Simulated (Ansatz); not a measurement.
Input and command of a calculation in Ansatz (plane waves; scalar-relativistic PAW potentials unless the input names others):

```yaml
crystal:
  lattice:
    - [16.5, 0.0, 0.0]
    - [0.0, 15.5, 0.0]
    - [0.0, 0.0, 5.2545942655]
  atoms:
    - { symbol: Zn, position: [0.5158162062, 0.3571437736, 0.3966859226] }
    - { symbol: Zn, position: [0.3915136843, 0.5857500245, 0.3967249973] }
    - { symbol: Zn, position: [0.5630448174, 0.53880067, 0.4727539893] }
    - { symbol: Zn, position: [0.4369551826, 0.46119933, 0.9727539893] }
    - { symbol: Zn, position: [0.6084863157, 0.4142499755, 0.8967249973] }
    - { symbol: Zn, position: [0.4841837938, 0.6428562264, 0.8966859226] }
    - { symbol: O, position: [0.4679338437, 0.480232208, 0.3314569379] }
    - { symbol: O, position: [0.6830504434, 0.5076161449, 0.3970173827] }
    - { symbol: O, position: [0.5973705985, 0.6651547697, 0.3970877318] }
    - { symbol: O, position: [0.4026294015, 0.3348452303, 0.8970877318] }
    - { symbol: O, position: [0.3169495566, 0.4923838551, 0.8970173827] }
    - { symbol: O, position: [0.5320661563, 0.519767792, 0.8314569379] }
    - { symbol: H, position: [0.4444832679, 0.2887716398, 0.4381195032] }
    - { symbol: H, position: [0.589930185, 0.3620931221, 0.6161272176] }
    - { symbol: H, position: [0.3003114203, 0.5539183254, 0.4381475582] }
    - { symbol: H, position: [0.4324699319, 0.651729322, 0.6160899101] }
    - { symbol: H, position: [0.5675300681, 0.348270678, 1.1160899101] }
    - { symbol: H, position: [0.6996885797, 0.4460816746, 0.9381475582] }
    - { symbol: H, position: [0.410069815, 0.6379068779, 1.1161272176] }
    - { symbol: H, position: [0.5555167321, 0.7112283602, 0.9381195032] }
    - { symbol: H, position: [0.6926551251, 0.4796603829, 0.2277327392] }
    - { symbol: H, position: [0.7044512887, 0.4690671463, 0.5284108253] }
    - { symbol: H, position: [0.579371556, 0.6879457293, 0.2278272418] }
    - { symbol: H, position: [0.5765592299, 0.704054957, 0.5285181938] }
    - { symbol: H, position: [0.4234407701, 0.295945043, 1.0285181938] }
    - { symbol: H, position: [0.420628444, 0.3120542707, 0.7278272418] }
    - { symbol: H, position: [0.2955487113, 0.5309328537, 1.0284108253] }
    - { symbol: H, position: [0.3073448749, 0.5203396171, 0.7277327392] }
  symmetry: { detect: false }
basis:
  ecutwfc: 420
kpoints:
  mp_grid: { grid: [1, 1, 6] }
hamiltonian:
  xc: pbe
scf:
  occupations: { method: tetrahedron }
output:
  forces: true
  eigenvalues: true
  stress: true
```

```bash
ansatz run input.yaml --threads 4 --pin off --max-ram 11264MiB --backend cpu --events-out ev --progress --plain --runs-dir out
```

Abridged log:
```
Warning: output.forces, output.stress, relax.cell or npt_langevin: where a Kohn–Sham band that disperses or a degenerate level is filled in part under the method tetrahedron, the forces or the stress that this run publishes need not agree with its energy (scf.occupations.method in the input reference, under Limitations); prefer a smearing scheme for the forces or the stress
Basis set: ecut = 420 eV, 26301 PW (Γ), exchange–correlation on 240×216×72 points (8 copies of the dense FFT grid, shifted against one another)
Bands: 91, of which v1, the nominal top of the filled ones, is band 62 counted from 1 (61 counted from 0)
Symmetry: 1 space group operations
k-points: 4 of 6 (time reversal used)
SCF iter   1: F=—  HF=-23571.175932 eV  |F-HF|=—  |Δ(HF+E_count)|=         —  Δρ=1.88e-3  dr2=4.24e-2  ethr=1.77e-3  ⟨swp⟩=7.5  Hψ=1863  notcnv=0  defer=48
SCF iter   2: F=—  HF=-23571.175393 eV  |F-HF|=—  |Δ(HF+E_count)|=   5.39e-4  Δρ=7.98e-4  dr2=6.29e-3  ethr=3.42e-5  ⟨swp⟩=2.5  Hψ=660  notcnv=0  defer=95
SCF iter   3: F=—  HF=-23571.176198 eV  |F-HF|=—  |Δ(HF+E_count)|=   8.05e-4  Δρ=5.52e-4  dr2=2.70e-3  ethr=5.07e-6  ⟨swp⟩=3.0  Hψ=507  notcnv=0  defer=95
SCF iter   4: F=—  HF=-23571.177127 eV  |F-HF|=—  |Δ(HF+E_count)|=   9.29e-4  Δρ=1.17e-4  dr2=1.71e-4  ethr=2.18e-6  ⟨swp⟩=3.5  Hψ=519  notcnv=0  defer=95
SCF iter   5: F=—  HF=-23571.177313 eV  |F-HF|=—  |Δ(HF+E_count)|=   1.86e-4  Δρ=6.74e-5  dr2=5.54e-5  ethr=1.38e-7  ⟨swp⟩=4.5  Hψ=587  notcnv=0  defer=95
SCF iter   6: F=—  HF=-23571.177222 eV  |F-HF|=—  |Δ(HF+E_count)|=   9.08e-5  Δρ=2.43e-5  dr2=5.89e-6  ethr=4.47e-8  ⟨swp⟩=3.5  Hψ=592  notcnv=0  defer=95
SCF iter   7: F=—  HF=-23571.177225 eV  |F-HF|=—  |Δ(HF+E_count)|=   2.62e-6  Δρ=9.41e-6  dr2=7.33e-7  ethr=4.75e-9  ⟨swp⟩=3.2  Hψ=528  notcnv=0  defer=95
SCF iter   8: F=-23571.177226 eV  HF=-23571.177225 eV  |F-HF|=5.12e-7  |Δ(HF+E_count)|=   6.33e-7  Δρ=2.63e-6  dr2=6.03e-8  ethr=8.06e-11  ⟨swp⟩=13.2  Hψ=2323  notcnv=0
SCF iter   9: F=-23571.177226 eV  HF=-23571.177226 eV  |F-HF|=1.57e-8  |Δ(HF+E_count)|=   5.12e-7  Δρ=1.18e-6  dr2=1.12e-8  ethr=4.86e-11  ⟨swp⟩=4.2  Hψ=1414  notcnv=0
Mixer restart at iter 9: flushing history
SCF iter  10: F=-23571.177226 eV  HF=-23571.177226 eV  |F-HF|=5.61e-8  |Δ(HF+E_count)|=   4.07e-8  Δρ=2.02e-6  dr2=3.92e-8  ethr=9.06e-12  ⟨swp⟩=2.2  Hψ=1308  notcnv=0  κ⁻¹=1.0e0(r=1)
SCF iter  11: F=-23571.177226 eV  HF=-23571.177226 eV  |F-HF|=1.62e-9  |Δ(HF+E_count)|=   1.66e-8  Δρ=3.55e-7  dr2=1.57e-9  ethr=9.06e-12  ⟨swp⟩=2.0  Hψ=1165  notcnv=0
SCF 1 converged in 11 iterations: F = -23571.177226 eV  dr2 = 1.57e-9
SCF converged after 11 iterations
Stability not checked: this state was not tested for a lower state beside it, because cold or Methfessel-Paxton smearing, or corrected tetrahedra, fill the levels in a way that the test cannot read (fill_not_monotonic; see scf.lower_state_search)
an eigenvalue changed by more than its tolerance at an iteration that met the thresholds in force, so the SCF went on 3 times, its first undamped step at iteration 9: the last check found none over its tolerance
Free energy (F): -23571.177226 eV
Harris-Foulkes:  -23571.177226 eV  (|F-HF|=1.62e-9)
Internal energy: -23571.177226 eV  (E = F + TS)
E sigma→0 (E₀):  -23571.177226 eV
Fermi energy:    -4.526259 eV
--- Forces (eV/Å), atoms counted from 1 ---
  atom   1  Zn     0.00875718     0.00124673    -0.00160295
  atom   2  Zn     0.00554271     0.00710982    -0.00184071
  atom   3  Zn    -0.00942205    -0.00516732    -0.00469279
  atom   4  Zn     0.00941384     0.00516241    -0.00468234
  atom   5  Zn    -0.00554111    -0.00711992    -0.00183924
  atom   6  Zn    -0.00876498    -0.00124058    -0.00160149
  atom   7  O      0.00568018     0.00309700     0.00389405
  atom   8  O      0.00153157     0.00257485    -0.00408654
  atom   9  O      0.00299711    -0.00027998    -0.00425578
  atom  10  O     -0.00299657     0.00028116    -0.00425784
  atom  11  O     -0.00153007    -0.00257501    -0.00408927
  atom  12  O     -0.00567819    -0.00309526     0.00388455
  atom  13  H     -0.00362139    -0.00374948     0.00031377
  atom  14  H      0.00055446     0.00401846     0.00413964
  atom  15  H     -0.00514596    -0.00133540     0.00027022
  atom  16  H      0.00359008    -0.00150788     0.00400930
  atom  17  H     -0.00358637     0.00150861     0.00400552
  atom  18  H      0.00514401     0.00133858     0.00026983
  atom  19  H     -0.00055194    -0.00401560     0.00413587
  atom  20  H      0.00362308     0.00374619     0.00031343
  atom  21  H      0.00014884     0.00157347     0.00310237
  atom  22  H      0.00270764    -0.00080094    -0.00109174
  atom  23  H      0.00144323    -0.00067287     0.00300813
  atom  24  H      0.00084693     0.00296848    -0.00116349
  atom  25  H     -0.00084637    -0.00296869    -0.00116251
  atom  26  H     -0.00144341     0.00067208     0.00300740
  atom  27  H     -0.00270754     0.00080148    -0.00109075
  atom  28  H     -0.00014966    -0.00157328     0.00310179
--- Stress (GPa, compression-positive) ---
        0.004223       0.001807       0.000001
        0.001807       0.002262       0.000001
        0.000001       0.000001      -0.017293
  P = ⅓ Tr σ = -0.0036 GPa (-0.036 kbar)
```

Apart from outputs, empty bands and the relaxation, which only the reference makes, the input differs from a reference run on usual settings in scf.occupations.width: 0.05 → not typed; scf.occupations.method: "gaussian" → "tetrahedron"; crystal.symmetry: not typed → {"detect": false}. The reference, at the same geometry, ended its own course with pressure 0.00 GPa (averaged over a cell that holds vacuum), largest force 0.012 eV/Å, gap on the mesh 3.41 eV. This run converged in 11 SCF iterations with an energy at zero smearing within 0.01 meV/atom of the reference's, pressure 0.00 GPa (averaged over a cell that holds vacuum), largest force 0.012 eV/Å, gap on the mesh 3.41 eV.

Time: 32 s on 4 threads of Arm Neoverse V1, with other jobs on the host, peak memory 2.2 GiB.